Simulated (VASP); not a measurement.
Runs of VASP 6.6.1 on HfO2. The structure is monoclinic, space group P2_1/c (No. 14). The conventional cell has a = 5.118 Å, b = 5.186 Å, c = 5.284 Å, α = 90.00°, β = 99.35°, γ = 90.00°. Around Hf (site symmetry 1) lie 7 O at 2.03 to 2.25 Å. O (site symmetry 1) is surrounded by 3 Hf at 2.03 to 2.12 Å. O (site symmetry 1) has 4 Hf at 2.14 to 2.25 Å as nearest neighbours. 

```csv
task,level,potentials or basis,cell,cutoff (eV),smearing,gap on the mesh (eV),pressure (GPa),relaxed volume (Å³/atom)
relaxation of cell and atoms,PBE,"VASP PAW PBE potentials, release 64 (Hf_pv, O)",relaxed,600,fermi-dirac 0.05 eV,4.08,0.0,11.66
band structure,LDA,"VASP PAW LDA potentials, release 64 (Hf_pv, O)",as given,520,fermi-dirac 0.05 eV,3.98,-,-
single point,PBE,"VASP PAW PBE potentials, release 64 (Hf_pv, O)",as given,520,gaussian 0.011 eV,4.16,2.7,-
band structure,PBE,"VASP PAW PBE potentials, release 64 (Hf_pv, O)",as given,520,fermi-dirac 0.05 eV,4.16,-,-
relaxation of cell and atoms,PBE+D3(BJ),"VASP PAW PBE potentials, release 64 (Hf_pv, O)",relaxed,600,fermi-dirac 0.05 eV,(a),0.0,(b)
```

Alike in all rows: no spin polarisation; k mesh 5 × 5 × 5.

**Question.** Estimate the missing entries.

**Answer.** (a) 4.09; (b) 11.47.

Caveats: spin-orbit coupling is left out, which moves the levels of the heavy elements; an odd mesh through Γ misses points on the zone boundary, where band edges often lie (some runs).

A k mesh can miss the band edges, and the runs leave out spin-orbit coupling on Hf.
